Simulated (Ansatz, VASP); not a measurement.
## Cross-check of AgCl (Chlorargyrite) between VASP and Ansatz

Aim: how closely do two programs agree when they are given the same cell, functional and k mesh?

Main program and level: Ansatz 0.2.0; plane waves, with VASP 6.6.1 beside it; single point at PBEsol.

The database entry behind the starting cell differs from later determinations by our own check (an axis about 1.4 % short against later determinations), so it need not match the best structure at ambient conditions.

### Step 1. Set-up

The structure is cubic, space group Fm-3m (No. 225). Conventional cell: a = 5.470 Å, b = 5.470 Å, c = 5.470 Å, α = 90.00°, β = 90.00°, γ = 90.00°. Nearest to Ag lie 6 Cl at 2.73 Å. Cl has 6 Ag at 2.73 Å nearest. Farther neighbours and most contacts between anions are not listed.

### Step 2. Ansatz: single point, PBEsol

Ansatz runs on its default PAW (the set named soft_2) files.

With cell and atoms fixed, the geometry can't cause a difference; cores, projectors, grids and the points listed under the comparison can.

input.yaml reads:

```yaml
crystal:
  lattice:
    - [0.0, 2.735, 2.735]
    - [2.735, 0.0, 2.735]
    - [2.735, 2.735, 0.0]
  atoms:
    - { symbol: Ag, position: [0.0, 0.0, 0.0] }
    - { symbol: Cl, position: [0.5, 0.5, 0.5] }
hamiltonian:
  xc: pbesol
  pseudopotentials: { kind: paw }
kpoints:
  mp_grid: { grid: [8, 8, 8] }
scf:
  occupations: { method: gaussian, width: 0.05 }
  n_extra_bands: 4
output:
  forces: true
  stress: true
  eigenvalues: true
```

Launch:

```
> ansatz run input.yaml --threads 2 --pin off --max-ram 4608MiB --backend cpu --events-out ev --progress --plain --runs-dir out
```

Numbers of over 12 decimals in the logs are rounded to 6 here.

Output:

```text
scf.n_extra_bands = 4 over 13 filled bands (N_el = 26.0): the run solves 17 bands
Engine: ansatz 0.2.0, aarch64-unknown-linux-gnu
Pseudopotentials: kind: paw
Pseudopotential: Ag, paw, valence charge 19, recommended cutoff 420 eV (normal), Ag.paw.azcp
Pseudopotential: Cl, paw, valence charge 7, recommended cutoff 420 eV (normal), Cl.paw.azcp
Functional definition: PBEsol
  exchange = pbesol_x
  correlation = pbesol_c
Crystal: 2 atoms, lattice volume = 40.917 Å³
Basis set: ecut = 420 eV, 821 PW (Γ), exchange–correlation on 54×54×54 points (8 copies of the dense FFT grid, shifted against one another)
Bands: 17, of which v1, the nominal top of the filled ones, is band 13 counted from 1 (12 counted from 0)
Symmetry: 48 space group operations
Space group: Fm-3m (ITA 225), of the structure as read, at distance tolerance 3.4e-5 Å
k-points: 29 of 512
Non-local potential: Ag, projectors of the file, l = 0: 3, l = 1: 2, l = 2: 2, l = 3: 1
Non-local potential: Cl, projectors of the file, l = 0: 2, l = 1: 2, l = 2: 2
PAW form: soft (Blöchl's): semilocal exchange-correlation on the pseudo side does not see the compensation charge
PAW frozen core: Ag, regenerated for the run's functional, and the local potential with it (the file was generated under x = pbe(κ = 0.804, μ = 0.219515), c = pbe(β = 0.066725))
PAW frozen core: Cl, regenerated for the run's functional, and the local potential with it (the file was generated under x = pbe(κ = 0.804, μ = 0.219515), c = pbe(β = 0.066725))
PAW one-centre angular grid: Ag, 590 points (default); XC on 64 Gauss nodes
PAW one-centre angular grid: Cl, 110 points (default); XC on 64 Gauss nodes
Initial density: superposition of atomic densities (neutral atoms: chi_scale 0, normalization atom), corrected by the library's trained network
Initial wavefunctions: pseudopotential atomic-orbital guess
Functional: x = pbesol(κ = 0.804, μ = 0.123457), c = pbesol(β = 0.046)
SCF iter   1: F=—  HF=-8583.812104 eV  |F-HF|=—  |Δ(HF+E_count)|=         —  Δρ=7.81e-3  dr2=2.67e-2  ethr=1.77e-3  ⟨swp⟩=5.8  Hψ=2354  notcnv=0
preconditioner: auto → none  [insulator: Δε(μ)=0.629 eV  Ē_g=10.942 eV  σ=0.050 eV  W_gap=1.00  n_scr=14 (ndim 8)  ℏωp=24.6 eV  f_vac=0.026  D(μ)=0.00/eV (n_scr^D=0)  ε∞_Penn≈6.1]
SCF iter   2: F=—  HF=-8583.804314 eV  |F-HF|=—  |Δ(HF+E_count)|=   7.79e-3  Δρ=2.33e-3  dr2=1.06e-3  ethr=1.03e-4  ⟨swp⟩=2.1  Hψ=1070  notcnv=0
SCF iter   3: F=—  HF=-8583.804028 eV  |F-HF|=—  |Δ(HF+E_count)|=   2.86e-4  Δρ=8.81e-4  dr2=2.05e-4  ethr=4.09e-6  ⟨swp⟩=2.0  Hψ=840  notcnv=0
SCF iter   4: F=—  HF=-8583.803993 eV  |F-HF|=—  |Δ(HF+E_count)|=   3.48e-5  Δρ=3.86e-4  dr2=3.22e-5  ethr=7.90e-7  ⟨swp⟩=2.0  Hψ=650  notcnv=0
SCF iter   5: F=—  HF=-8583.803982 eV  |F-HF|=—  |Δ(HF+E_count)|=   1.11e-5  Δρ=4.60e-5  dr2=4.92e-7  ethr=1.24e-7  ⟨swp⟩=2.0  Hψ=859  notcnv=0
SCF iter   6: F=-8583.803982 eV  HF=-8583.803982 eV  |F-HF|=4.00e-9  |Δ(HF+E_count)|=   6.35e-8  Δρ=5.05e-6  dr2=8.70e-9  ethr=3.85e-10  ⟨swp⟩=5.1  Hψ=2149  notcnv=0
SCF 1 converged in 6 iterations: F = -8583.803982 eV  dr2 = 8.70e-9
  greatest PAW one-centre occupation: 1.001 electrons in one spin orbital (limit 2), on the Ag atom at site 0 (counted from 0), in its partial waves of l = 0
SCF converged after 6 iterations
Free energy (F): -8583.803982 eV
Harris-Foulkes:  -8583.803982 eV  (|F-HF|=4.00e-9)
Internal energy: -8583.803982 eV  (E = F + TS)
E sigma→0 (E₀):  -8583.803982 eV
Fermi energy:    9.082299 eV
--- Per-component energies (eV) ---
  E_band       = -347.207114
  E_kinetic    = 688.814758
  E_local      = -3146.132788  (includes V_loc(G=0)·N_el)
  E_nonlocal   = 115.647374
  E_hartree    = 1380.578766
  E_xc         = -287.476086
  E_vxc        = -352.857758  (∫ρ·V_xc dr)
  E_paw        = -4479.845131  (= ΣΔE_a)
  E_vpaw       = -413.842892  (= ΣTr[D̂ρ^β])
  E_aug_tail   = 0.000398  (compensation charges beyond the density's cutoff)
  E_ewald      = -2855.792444
  E_core_change = 0.401171  (= ΣΔE_core)
  E_smearing   = -0.000000  (= −TS)
  E_closure    = 0.000000  (closes the sum)
  Σ components = -8583.803982   (vs F -8583.803982, Δ=0.00e0)
--- Forces (eV/Å), atoms counted from 1 ---
  atom   1  Ag    -0.00000000     0.00000000    -0.00000000
  atom   2  Cl     0.00000000    -0.00000000    -0.00000000
  max |Σ_I F_I| component: 4.60e-30 eV/Å
--- Stress (GPa, compression-positive) ---
       -0.676133      -0.000000       0.000000
        0.000000      -0.676133      -0.000000
        0.000000       0.000000      -0.676133
  P = ⅓ Tr σ = -0.6761 GPa (-6.761 kbar)
--- Band table (eV; the first three rows and the last of 29) ---
  k-point 0: bands = [... 9 lower, 6.1031, 6.2138, 6.2138, 6.2138, 9.4413, 19.2631, 19.2631, 19.2631]
  k-point 1: bands = [... 9 lower, 6.1234, 6.3788, 7.0176, 7.0176, 10.1994, 17.9267, 18.9752, 18.9752]
  k-point 2: bands = [... 9 lower, 6.2662, 6.5423, 7.8397, 7.8397, 11.5494, 16.3240, 17.6782, 17.6782]
  k-point 28: bands = [... 9 lower, 6.5662, 6.6145, 6.6205, 7.4007, 12.8586, 16.4110, 16.4110, 16.5554]
```

The job ended after 0.61 s (2 threads of Arm Neoverse V2, shared host; peak memory 0.25 GiB).

Reading the cycles: dr2 is the Hartree energy of the density residual (eV), the measure of convergence; HF is the Harris–Foulkes estimate of the energy, which meets the free energy F at convergence.

The run ends at a pressure of -0.68 GPa.

### Step 3. VASP: single point, PBEsol

The same cell, functional, mesh and smearing now go to VASP, with its own data sets and cutoff.

Lines of VASP's logs that name or quote its potential files are left out, and so is its time.

INCAR reads:

```
SYSTEM = AgCl
PREC = Accurate
ENCUT = 400
EDIFF = 1E-05
NELM = 100
ISMEAR = 0
SIGMA = 0.05
LREAL = .FALSE.
ALGO = Normal
GGA = PS
NBANDS = 15
LORBIT = 11
LWAVE = .FALSE.
LCHARG = .FALSE.
KPAR = 2
```

POSCAR reads:

```
AgCl
1.0
    0.0000000000      2.7350000000      2.7350000000
    2.7350000000      0.0000000000      2.7350000000
    2.7350000000      2.7350000000      0.0000000000
Ag Cl
1 1
Direct
    0.0000000000      0.0000000000      0.0000000000
    0.5000000000      0.5000000000      0.5000000000
```

KPOINTS reads:

```
Automatic mesh
0
Gamma
8 8 8
0 0 0
```

The projector-augmented-wave data sets are Ag and Cl (PBE family, release 64).

Launch:

```
> mpirun -np 2 vasp_std
```

Output:

```text
[banner, memory and clock lines left out]
running    2 mpi-ranks, on    1 nodes
 distrk:  each k-point on    1 cores,    2 groups
 distr:  one band on    1 cores,    1 groups

 POSCAR found type information on POSCAR AgCl
 POSCAR found :  2 types and       2 ions
|                                                                             |
|               ----> ADVICE to this user running VASP <----                  |
|                                                                             |
|     You enforced a specific xc type in the INCAR file but a different       |
|     [... a line on the potential file left out ...]
|     I HOPE YOU KNOW WHAT YOU ARE DOING!                                     |
|                                                                             |

 LDA part: xc-table for (Slater+PW92), standard interpolation
 POSCAR, INCAR and KPOINTS ok, starting setup
 FFT: planning ... GRIDC
 FFT: planning ... GRID_SOFT
 FFT: planning ... GRID
 WAVECAR not read
 entering main loop
       N       E                     dE             d eps       ncg     rms          rms(c)
DAV:   1     0.817706513467E+02    0.81771E+02   -0.77035E+03   910   0.878E+02
DAV:   2    -0.335066587650E+01   -0.85121E+02   -0.80138E+02  1059   0.205E+02
DAV:   3    -0.620055107545E+01   -0.28499E+01   -0.28416E+01  1010   0.401E+01
DAV:   4    -0.622070454570E+01   -0.20153E-01   -0.20151E-01  1115   0.366E+00
DAV:   5    -0.622095459825E+01   -0.25005E-03   -0.25005E-03  1101   0.398E-01    0.721E+00
DAV:   6    -0.606494833527E+01    0.15601E+00   -0.30166E-01  1119   0.753E+00    0.465E+00
DAV:   7    -0.606214260238E+01    0.28057E-02   -0.68600E-02   968   0.183E+00    0.206E+00
DAV:   8    -0.606076948493E+01    0.13731E-02   -0.38456E-03  1024   0.670E-01    0.298E-01
DAV:   9    -0.606073894178E+01    0.30543E-04   -0.39700E-04  1143   0.270E-01    0.452E-02
DAV:  10    -0.606076276071E+01   -0.23819E-04   -0.36089E-05  1030   0.563E-02    0.126E-02
DAV:  11    -0.606076560165E+01   -0.28409E-05   -0.20272E-06   561   0.122E-02
   1 F= -.60607656E+01 E0= -.60607656E+01  d E =-.414092E-13
```

OUTCAR, selected parts (step 3):

```text
ion  position               nearest neighbor table
   1  0.000  0.000  0.000-   2 2.73   2 2.73   2 2.73   2 2.73   2 2.73   2 2.73
   2  0.500  0.500  0.500-   1 2.73   1 2.73   1 2.73   1 2.73   1 2.73   1 2.73

  LATTYP: Found a face centered cubic cell.
 ALAT       =     5.4700000000

 Subroutine GETGRP returns: Found 48 space group operations
 (whereof 48 operations were pure point group operations)

The static configuration has the point symmetry O_h .

 Found     29 irreducible k-points:

   k-points           NKPTS =     29   k-points in BZ     NKDIM =     29   number of bands    NBANDS=     15

   dimension x,y,z NGX =    28 NGY =   28 NGZ =   28
   dimension x,y,z NGXF=    56 NGYF=   56 NGZF=   56

   ENCUT  =  400.0 eV  29.40 Ry    5.42 a.u.   6.31  6.31  6.31*2*pi/ulx,y,z

   NELECT =      18.0000    total number of electrons

 k-points in reciprocal lattice and weights: Automatic mesh
   0.00000000  0.00000000  0.00000000       0.002
   0.12500000  0.00000000  0.00000000       0.016
   0.25000000  0.00000000  0.00000000       0.016
   0.37500000  0.00000000  0.00000000       0.016
   0.50000000  0.00000000  0.00000000       0.008
   0.12500000  0.12500000  0.00000000       0.012
   0.25000000  0.12500000  0.00000000       0.047
   0.37500000  0.12500000  0.00000000       0.047
   0.50000000  0.12500000  0.00000000       0.047
[...]
-0.37500000  0.50000000  0.12500000       0.023
  -0.25000000  0.50000000  0.25000000       0.012

 average (electrostatic) potential at core
       1 -72.6782       2 -91.3618

 E-fermi :   4.4933

 k-point     1 :       0.0000    0.0000    0.0000
  band No.  band energies     occupation
    ...
      5       1.6422      2.00000
      6       1.6422      2.00000
      7       1.7460      2.00000
      8       1.7460      2.00000
      9       1.7460      2.00000
     10       4.9744      0.00000
     11      14.9828      0.00000
     12      14.9828      0.00000
     13      14.9828      0.00000
     14      16.2694      0.00000
    ...

 k-point     2 :       0.1250    0.0000    0.0000
  band No.  band energies     occupation
    ...
      5       1.6607      2.00000
      6       1.6607      2.00000
      7       1.9147      2.00000
      8       2.5536      2.00000
      9       2.5536      2.00000
     10       5.7326      0.00000
     11      13.5525      0.00000
     12      14.6569      0.00000
     13      14.6569      0.00000
     14      16.2714      0.00000
    ...

 k-point     3 :       0.2500    0.0000    0.0000
  band No.  band energies     occupation
    ...
      5       1.8035      2.00000
      6       1.8035      2.00000
      7       2.0787      2.00000
      8       3.3762      2.00000
      9       3.3762      2.00000
     10       7.0837      0.00000
     11      11.9042      0.00000
     12      13.3106      0.00000
     13      13.3106      0.00000
     14      16.4614      0.00000
    ...

  Total       -0.2363012     -0.2363012     -0.2363012      0.0000000      0.0000000     -0.0000000
  in kB       -9.2528286     -9.2528286     -9.2528286      0.0000000      0.0000000     -0.0000000
  external PRESSURE =      -9.2528286 kB  Pullay stress =       0.0000000 kB

  energy-cutoff  :      400.00
  volume of cell :       40.92
      direct lattice vectors                 reciprocal lattice vectors
     0.000000000  2.735000000  2.735000000    -0.182815356  0.182815356  0.182815356
     2.735000000  0.000000000  2.735000000     0.182815356 -0.182815356  0.182815356
     2.735000000  2.735000000  0.000000000     0.182815356  0.182815356 -0.182815356

 POSITION                                       TOTAL-FORCE (eV/Angst)
 -----------------------------------------------------------------------------------
      0.00000      0.00000      0.00000         0.000000     -0.000000      0.000000
      2.73500      2.73500      2.73500        -0.000000      0.000000     -0.000000
 -----------------------------------------------------------------------------------
    total drift:                                0.000000      0.000000      0.000000

  FREE ENERGIE OF THE ION-ELECTRON SYSTEM (eV)
  ---------------------------------------------------
  free  energy   TOTEN  =        -6.0607656016 eV

  energy  without entropy=       -6.0607656016  energy(sigma->0) =       -6.06076560

 total charge
# of ion       s       p       d       tot
------------------------------------------
    1        0.213   0.157   9.359   9.729
    2        1.594   3.437   0.000   5.031
--------------------------------------------------
tot          1.807   3.594   9.359  14.760

[... 3 further parts left out ...]
```

The run ends at a pressure of -0.93 GPa.

### Step 4. Differences

Known differences besides the potentials themselves: the data sets hold 26 valence electrons in Ansatz (default PAW (the set named soft_2) files) and 18 in VASP; the cutoff is 420 eV in Ansatz and 400 eV in VASP; Ansatz makes its cores anew for this functional, VASP keeps those of its PBE data sets; VASP leaves aspherical gradient terms in its spheres out (LASPH is not set), Ansatz keeps them. Total energies have different zeros and are not compared.

Both answers:

| quantity | Ansatz | VASP | difference |
| --- | --- | --- | --- |
| pressure (GPa) | -0.68 | -0.93 | +0.25 |
| gap on the k mesh (eV) | 0.725 | 0.721 | +0.004 |

A gap on the mesh is an upper bound, since the band edges may lie between its points.

### Step 5. Outcome

```
difference in gap on the k mesh (single point, PBEsol) : 0.0038 eV
```

The difference in gap on the k mesh is 0.0038 eV (single point, PBEsol), within the 0.08 eV picked in this series as the mark of a large difference. How closely two codes agree says nothing of how well the functional describes the real material.

[Lines on the potential files, build, host, timing and source positions are cut from VASP's logs without a mark.]

[Logs are printed without paths, hosts, clocks, repeated set-up lines and the standing remarks that a program may print on its own settings, such as how far it seeks lower states.]

[Hosts, paths, dates, database ids (printed as entryN), source tags and the programs' standing remarks are cut or masked in the printed files.]
